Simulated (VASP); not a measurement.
# KCl, relaxation of the atoms: which settings are enough?

KCl, P1 (no. 1), 8 atoms in the cell. PBE, relaxation of the atoms; PAW potentials K_sv, Cl (PBE set). VASP 6.6.1.

Wanted: energy within 1 meV/atom; two shortest distances of each atom within 0.01 Å.

POSCAR:
```
KCl
1.0
    6.2929400000      0.0000000000      0.0000000000
    0.0000000000      6.2929400000      0.0000000000
    0.0000000000      0.0000000000      6.2929400000
K Cl
4 4
Direct
    0.0071010000      0.0045730000      0.0009840000
    0.4889500000      0.5054950000      0.0022610000
    0.4973850000      0.0019250000      0.5013600000
    0.0065350000      0.4958400000      0.5033650000
    0.4951890000      0.4937340000      0.4920380000
    0.0098900000     -0.0040360000      0.4941260000
   -0.0053120000      0.4926960000     -0.0025640000
    0.5002620000      0.0097740000      0.0084300000
```

The series start from Force threshold EDIFFG (eV/Å): -0.02; Electronic threshold EDIFF (eV): 1e-6; Relaxation method: conjugate gradient, POTIM 0.5; Mixing and least electronic steps: default. Each series keeps the choices made before it, and each single choice may use up half of a tolerance.

## Force threshold EDIFFG (eV/Å)

| Force threshold EDIFFG (eV/Å) | Energy less reference (meV/atom) | Two shortest distances of each atom, largest deviation (Å) | Time (s) |
|---|---|---|---|
| -0.1 | 1.0 | 0.031 | 16 |
| -0.05 | 0.4 | 0.006 | 25 |
| -0.03 | 0.2 | 0.002 | 27 |
| -0.02 | 0.1 | 0.004 | 47 |
| -0.01 | 0.0 | 0.002 | 46 |
| -0.005 | 0.0 | 0.002 | 47 |
| -0.002 (reference) | 0.0 | 0.000 | 57 |

Chosen: -0.03, the loosest value from which every tighter one stays within half of the tolerance.

## Electronic threshold EDIFF (eV)

| Electronic threshold EDIFF (eV) | Energy less reference (meV/atom) | Two shortest distances of each atom, largest deviation (Å) | SCF iterations | Time (s) |
|---|---|---|---|---|
| 0.001 | 0.0 | 0.007 | 37 | 21 |
| 0.0001 | 0.0 | 0.001 | 42 | 23 |
| 1e-5 | 0.0 | 0.001 | 46 | 25 |
| 1e-6 | 0.0 | 0.001 | 54 | 27 |
| 1e-7 (reference) | 0.0 | 0.000 | 69 | 37 |

Chosen: 0.0001.

## Relaxation method

| Relaxation method | Energy less reference (meV/atom) | Two shortest distances of each atom, largest deviation (Å) | SCF iterations | Time (s) |
|---|---|---|---|---|
| conjugate gradient, POTIM 0.5 | 0.0 | 0.000 | 42 | 23 |
| conjugate gradient, POTIM 0.2 | 0.0 | 0.000 | 46 | 36 |
| conjugate gradient, POTIM 1.0 | 0.1 | 0.003 | 38 | 29 |
| quasi-Newton, POTIM 0.5 | 0.1 | 0.002 | 33 | 31 |
| quasi-Newton, POTIM 0.3, 10 steps kept | 0.0 | 0.001 | 32 | 20 |
| quasi-Newton, POTIM 0.5, at least 5 electronic steps | 0.1 | 0.003 | 38 | 26 |
| damped dynamics, POTIM 0.2, SMASS 0.4 | 0.1 | 0.003 | 39 | 35 |
| damped dynamics, POTIM 0.4, SMASS 0.8 | 0.1 | 0.002 | 39 | 32 |
| velocity quench, POTIM 0.1 | 0.1 | 0.002 | 38 | 31 |

Chosen: quasi-Newton, POTIM 0.3, 10 steps kept; it saves 3.5 s of 23, so conjugate gradient, POTIM 0.5 would do nearly as well.

## Mixing and least electronic steps

| Mixing and least electronic steps | Energy less reference (meV/atom) | Two shortest distances of each atom, largest deviation (Å) | SCF iterations | Time (s) |
|---|---|---|---|---|
| default | 0.0 | 0.000 | 32 | 20 |
| MAXMIX 40 | 0.0 | 0.003 | 44 | 25 |
| NELMIN 4 | 0.0 | 0.010 | 40 | 19 |
| NELMIN 4, MAXMIX 40 | -0.1 | 0.002 | 58 | 30 |
| ALGO Fast | 0.1 | 0.003 | 61 | 30 |

Chosen: default; no other choice that stays within half of the tolerance saves 30 % of the time.

## All choices together

| Input | Energy less reference (meV/atom) | Two shortest distances of each atom, largest deviation (Å) | Time (s) |
|---|---|---|---|
| program defaults (naive) | 0.2 | 0.004 | 29 |
| chosen settings | 0.2 | 0.002 | 20 |
| reference settings throughout | 0.0 | 0.000 | 64 |

The tolerance is met.

## The input

INCAR:
```
SYSTEM = KCl
PREC = Normal
ENCUT = 300
EDIFF = 1E-4
ISMEAR = 0
SIGMA = 0.05
LREAL = .False.
LASPH = .True.
NELM = 100
ALGO = Normal
LWAVE = .False.
LCHARG = .False.
IBRION = 1
NSW = 150
ISIF = 2
EDIFFG = -0.03
POTIM = 0.3
KPAR = 8
NFREE = 10
```

KPOINTS:
```
k-points
0
Gamma
  3 3 3
```

Commands:
```
cat potpaw_PBE.64/K_sv/POTCAR potpaw_PBE.64/Cl/POTCAR > POTCAR
mpirun -np 8 vasp_std > vasp.out
```

The naive input happens to agree within the tolerance here, in 29 s.

Limits: the start was distorted on purpose (atoms moved at random), so the space group given is the start's and not the crystal's.

The chosen input took VASP 6.6.1 20 s on 8 cores (Intel Xeon Platinum 8375C @ 2.90GHz (Ice Lake)), a shared host.

## An input that fails: no relaxation method typed, so the run becomes molecular dynamics without a time step

VASP's message: Fatal error! IBRION=0, but no entry for POTIM on file INCAR. MUST be specified!.

Changes against the starting input:
```
- IBRION = 2
- POTIM = 0.5
```
